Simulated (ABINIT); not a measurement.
# WS2 (R3m) in ABINIT: notebook

One crystal, WS2, is run at these levels: LDA, PBEsol; tasks: positron lifetime, optical spectrum.

Everything below comes from runs of ABINIT 10.8.3 (patched build). Logs are shortened: lines on timing, memory, paths and dates and some standing lists are left out, and cuts for length are marked. The log counts tension as positive stress, the text compression.

**1. Starting point**

The structure is trigonal, space group R3m (No. 160). The conventional cell has a = 3.158 Å, b = 3.158 Å, c = 18.490 Å, α = 90.00°, β = 90.00°, γ = 120.00°. Around W (site symmetry 3m) lie 6 S at 2.39 to 2.42 Å. Around S (site symmetry 3m) lie 3 W at 2.42 Å. S (site symmetry 3m) is surrounded by 3 W at 2.39 Å.

Measurements of this composition are mostly on another form, of space group No. 194.

**2. Positron lifetime, LDA**

run.abi

```
# Datasets
ndtset 2

# Pseudopotentials
pp_dirpath "./"
pseudos "W.LDA_PW-JTH.xml, S.LDA_PW-JTH.xml"

# Structure
acell 6.4273633094 6.4273633094 6.4273633094 Angstrom
rprim
     0.2456683906     0.1418367115     0.9589209504
    -0.2456683906     0.1418367115     0.9589209504
     0.0000000000    -0.2836734229     0.9589209504
ntypat 2
znucl 74 16
natom 3
typat 1 2 2
xred
            0.0            0.0            0.0
   0.5810000000   0.5810000000   0.5810000000
   0.7503000000   0.7503000000   0.7503000000

# Plane-wave basis
ecut 435.382180 eV
pawecutdg 32.0

# Exchange and correlation
ixc 7

# SCF cycle
nstep 80

# Output
iomode 3
prteig 0
prtebands 0
prtwf 0

# Dataset 1: electrons
kptopt1 1
ngkpt1 7 7 7
nshiftk1 1
shiftk1 0.0 0.0 0.0
nband1 17
occopt1 3
tsmear1 0.00183747
tolvrs1 1.0e-10
prtden1 1

# Dataset 2: positron in the electrons' density
positron2 1
ixcpositron2 31
getden2 1
kptopt2 0
nkpt2 1
kpt2 0.0 0.0 0.0
nband2 1
occopt2 2
occ2 1.0
posocc2 1.0
toldfe2 1.0e-7
nline2 10
nnsclo2 2
optforces2 0
optstress2 0
prtden2 0
```

Potentials or basis: JTH PAW LDA v2.0.

On the command line:

```bash
> abinit run.abi > log 2>&1
```

run.abo:

```text
.Version 10.8.3 of ABINIT
 DATASET    1 : space group R3 m (#160); Bravais hR (rhombohedral)
================================================================================
 Values of the parameters that define the memory need for DATASET  1.
     intxc =       0    ionmov =       0      iscf =      17    lmnmax =      18
     lnmax =       6     mgfft =      45  mpssoang =       3    mqgrid =    3001
     natom =       3  nloc_mem =       2    nspden =       1   nspinor =       1
    nsppol =       1      nsym =       6    n1xccc =       1    ntypat =       2
    occopt =       3   xclevel =       1
       mpw =        1131          nfft =       91125          nkpt =          44
 PAW method is used; the additional fine FFT grid is defined by:
   mgfftf=        64    nfftf =    262144
================================================================================
================================================================================

 DATASET    2 : space group R3 m (#160); Bravais hR (rhombohedral)
================================================================================
 Values of the parameters that define the memory need for DATASET  2.
     intxc =       0    ionmov =       0      iscf =      17    lmnmax =      18
     lnmax =       6     mgfft =      45  mpssoang =       3    mqgrid =    3001
     natom =       3  nloc_mem =       2    nspden =       1   nspinor =       1
    nsppol =       1      nsym =       6    n1xccc =       1    ntypat =       2
    occopt =       2   xclevel =       1
       mpw =         560          nfft =       91125          nkpt =           1
 PAW method is used; the additional fine FFT grid is defined by:
   mgfftf=        64    nfftf =    262144
================================================================================
================================================================================

--------------------------------------------------------------------------------
------------- Echo of variables that govern the present computation ------------
--------------------------------------------------------------------------------
 -outvars: echo values of preprocessed input variables --------
            acell      1.2145956366E+01  1.2145956366E+01  1.2145956366E+01 Bohr
              amu      1.83850000E+02  3.20660000E+01
             ecut      1.60000000E+01 Hartree
           getden1          0
           getden2          1
              ixc           7
      ixcpositron1          1
      ixcpositron2         31
           jdtset        1    2
           kptopt1          1
           kptopt2          0
         kptrlatt        7    0    0      0    7    0      0    0    7
          kptrlen1     4.17742857E+01
          kptrlen2     3.00000000E+01
            natom           3
            nband1         17
            nband2          1
           ndtset           2
            ngfft          45      45      45
          ngfftdg          64      64      64
             nkpt1         44
             nkpt2          1
            nline1          4
            nline2         10
           nnsclo1          0
           nnsclo2          2
            nstep          80
             nsym           6
           ntypat           2
           occopt1          3
           occopt2          2
        optforces1          2
        optforces2          0
        optstress1          1
        optstress2          0
        pawecutdg      3.20000000E+01 Hartree
         positron1          0
         positron2          1
           prtden1          1
           prtden2          0
        prtebands           0
           prteig           0
            prtwf           0
            rprim      2.4566839060E-01  1.4183671150E-01  9.5892095040E-01
                      -2.4566839060E-01  1.4183671150E-01  9.5892095040E-01
                       0.0000000000E+00 -2.8367342290E-01  9.5892095040E-01
           shiftk1     0.00000000E+00  0.00000000E+00  0.00000000E+00
           shiftk2     5.00000000E-01  5.00000000E-01  5.00000000E-01
          spgroup         160
           toldfe1     0.00000000E+00 Hartree
           toldfe2     1.00000000E-07 Hartree
           tolvrs1     1.00000000E-10
           tolvrs2     0.00000000E+00
           tsmear1     1.83747000E-03 Hartree
           tsmear2     1.00000000E-02 Hartree
            typat      1  2  2
           useylm           1
           xangst      0.0000000000E+00  0.0000000000E+00  0.0000000000E+00
                      -1.5194780938E-16  3.7342966623E-10  1.0742690000E+01
                       9.2771436933E-17  4.8224490253E-10  1.3873047000E+01
            xcart      0.0000000000E+00  0.0000000000E+00  0.0000000000E+00
[... 294 lines left out ...]
 ETOT  4  -90.693858078991    -9.415E-08 2.918E-12 5.508E-01
 ETOT  5  -90.693858278709    -1.997E-07 1.306E-15 2.902E-01
 ETOT  6  -90.693858281247    -2.539E-09 3.909E-17 2.255E-02
 ETOT  7  -90.693858251845     2.940E-08 4.949E-17 4.779E-05

 At SCF step    7, etot is converged :
  for the second time, diff in etot=  2.940E-08 < toldfe=  1.000E-07

--- !ResultsGS
iteration_state: {dtset: 2, }
comment   : Summary of ground state results
lattice_vectors:
- [  2.9838776,   1.7227425,  11.6470120, ]
- [ -2.9838776,   1.7227425,  11.6470120, ]
- [  0.0000000,  -3.4454850,  11.6470120, ]
lattice_lengths: [  12.14596,   12.14596,   12.14596, ]
lattice_angles: [ 28.443,  28.443,  28.443, ] # degrees, (23, 13, 12)
lattice_volume:   3.5922549E+02
convergence: {deltae:  2.940E-08, res2:  4.779E-05, residm:  4.949E-17, diffor:  0.000E+00, }
etotal    :  -9.06938583E+01
entropy   :   0.00000000E+00
fermie    :  -5.22228476E-01
cartesian_stress_tensor: null
pressure_GPa: null
xred      :
- [  0.0000E+00,   0.0000E+00,   0.0000E+00,  W]
- [  5.8100E-01,   5.8100E-01,   5.8100E-01,  S]
- [  7.5030E-01,   7.5030E-01,   7.5030E-01,  S]
cartesian_forces: null
force_length_stats: {min: null, max: null, mean: null, }
...

 Integrated electronic density in atomic spheres:
 ------------------------------------------------
 Atom  Sphere_radius  Integrated_density
    1        2.41189          0.00809226
    2        1.90380          0.01752652
    3        1.90380          0.01730005

--------------------------------------------------------------------------------
 Results for electron-positron annihilation:

 # Zero-positron density limit of Arponen and Pajanne fitted by Sterne & Kaiser
   + GGA corrections
   Ref.: P.A. Sterne and J.H. Kaiser, Phys. Rev. B 43, 13892 (1991)
         B. Barbiellini, M.J. Puska, T. Torsti and R.M. Nieminen, Phys. Rev. B 51, 7341 (1995)
 # Enhancement factor of Sterne & Kaiser
   Ref.: P.A. Sterne and J.H. Kaiser, Phys. Rev. B 43, 13892 (1991)

 Positron lifetime                         (ps)   =  2.39835916E+02
 Positron lifetime with IPM for core elec. (ps)   =  2.40574593E+02
 Annihilation rate                         (ns-1) =  4.16951730E+00
 Annihilation rate with IPM for core elec. (ns-1) =  4.15671492E+00

 Annihilation rate core/valence decomposition:
   Core    contribution to ann.rate          (ns-1) =  9.96093921E-02
   Valence contribution to ann.rate          (ns-1) =  4.06990791E+00
   Core    contribution to ann.rate with IPM (ns-1) =  8.32488250E-02
   Valence contribution to ann.rate with IPM (ns-1) =  4.07346610E+00

 Annihilation rate PAW decomposition:
   Plane-wave contribution to ann.rate          (ns-1) =  4.19036691E+00
   Plane-wave valence contribution to ann.rate  (ns-1) =  4.13573708E+00
   On-site core contribution to ann.rate        (ns-1) =  4.49795645E-02
   On-site valence contribution to ann.rate     (ns-1) = -6.58291736E-02
   Plane-wave contribution to ann.rate with IPM (ns-1) =  4.17585685E+00
   Plane-wave core contrb. to ann.rate with IPM (ns-1) =  2.96681031E-02

      (*) IPM=Independent particle Model

================================================================================

 ----iterations are completed or convergence reached----

 Mean square residual over all n,k,spin=   49.493E-18; max=  49.493E-18
 reduced coordinates (array xred) for    3 atoms
       0.000000000000      0.000000000000      0.000000000000
       0.581000000000      0.581000000000      0.581000000000
       0.750300000000      0.750300000000      0.750300000000
 rms dE/dt=  0.0000E+00; max dE/dt=  0.0000E+00; dE/dt below (all hartree)
    1       0.000000000000      0.000000000000      0.000000000000
    2       0.000000000000      0.000000000000      0.000000000000
    3       0.000000000000      0.000000000000      0.000000000000

 cartesian coordinates (angstrom) at end:
    1      0.00000000000000     0.00000000000000     0.00000000000000
    2     -0.00000000000000     0.00000000037343    10.74268999979538
    3      0.00000000000000     0.00000000048224    13.87304699973575
 length scales= 12.145956366474 12.145956366474 12.145956366474 bohr
              =  6.427363309400  6.427363309400  6.427363309400 angstroms
 Fermi (or HOMO) energy (hartree) =  -0.52223   Average Vxc (hartree)=  -0.31632
 Eigenvalues (hartree) for nkpt=   1  k points:
 kpt#   1, nband=  1, wtk=  1.00000, kpt=  0.0000  0.0000  0.0000 (reduced coord)
  -0.52223

--- !EnergyTerms
iteration_state     : {dtset: 2, }
comment             : Components of total free energy in Hartree
kinetic             :  8.71863089077583E-02
local_psp           : -2.38779331593567E+00
PAW spherical_terms :  2.35436929556094E-02
positronic          : -2.27706331407229E+00
electronic          : -9.01716289425623E+01
electron_positron_interaction:  1.75332342510210E+00
total_energy        : -9.06953688315325E+01
total_energy_eV     : -2.46794671199654E+03
...

--- !EnergyTermsDC
iteration_state     : {dtset: 2, }
comment             : '"Double-counting" decomposition of free energy'
band_energy         : -5.22228475832025E-01
PAW spherical_terms :  0.00000000000000E+00
electron_positron_dc: -1.75332425855262E+00
positronic          : -2.27555273438464E+00
electronic          : -9.01716289425623E+01
electron_positron_interaction:  1.75332342510210E+00
total_energy_dc     : -9.06938582518449E+01
total_energy_dc_eV  : -2.46790560702920E+03
...

== END DATASET(S) ==============================================================
================================================================================

 -outvars: echo values of variables after computation  --------
            acell      1.2145956366E+01  1.2145956366E+01  1.2145956366E+01 Bohr
           etotal1    -9.0171628943E+01
           etotal2    -9.0693858252E+01
            fcart1     6.5428755060E-19 -2.1952067679E-18 -1.1357266611E-02
                      -2.5287471481E-18  2.5087673137E-19  1.0623192273E-02
                       1.8744595975E-18  1.9443300365E-18  7.3407433838E-04
            fcart2     9.9999999999E+99  9.9999999999E+99  9.9999999999E+99
                       9.9999999999E+99  9.9999999999E+99  9.9999999999E+99
                       9.9999999999E+99  9.9999999999E+99  9.9999999999E+99
            rprim      2.4566839060E-01  1.4183671150E-01  9.5892095040E-01
                      -2.4566839060E-01  1.4183671150E-01  9.5892095040E-01
                       0.0000000000E+00 -2.8367342290E-01  9.5892095040E-01
           strten1     1.3898644746E-04  1.3898644412E-04  1.2694335196E-04
                      -3.6853932784E-13  0.0000000000E+00  0.0000000000E+00
           strten2     9.9999999999E+99  9.9999999999E+99  9.9999999999E+99
                       9.9999999999E+99  9.9999999999E+99  9.9999999999E+99
           xangst      0.0000000000E+00  0.0000000000E+00  0.0000000000E+00
                      -1.5194780938E-16  3.7342966623E-10  1.0742690000E+01
                       9.2771436933E-17  4.8224490253E-10  1.3873047000E+01
             xred      0.0000000000E+00  0.0000000000E+00  0.0000000000E+00
                       5.8100000000E-01  5.8100000000E-01  5.8100000000E-01
                       7.5030000000E-01  7.5030000000E-01  7.5030000000E-01
 Calculation completed.
```

Run time: 65 s. Hardware: 1 thread of Intel Xeon 6975P-C (Granite Rapids), shared host; peak memory 0.17 GiB.

Results:

* Free energy: -2453.6950 eV
* Pressure: -4.0 GPa
* Largest force: 0.584 eV/Å
* Band gap on the k mesh: 1.07 eV, indirect (least direct gap 2.30 eV)
* Positron lifetime, core in the independent-particle model: 241 ps
* Positron lifetime: 240 ps

Forces on the atoms (eV/Å):
```
W    0.000  0.000 -0.584
S    0.000  0.000  0.546
S    0.000  0.000  0.038
```

Stress tensor (GPa, compression positive):
```
-4.09  0.00  0.00
 0.00 -4.09  0.00
 0.00  0.00 -3.73
```

Caveat: the PAW basis is incomplete for the positron; spin-orbit coupling is left out, which moves the levels of the heavy elements; an odd mesh through Γ misses points on the zone boundary, where band edges often lie.

[end of part 1 of 2]
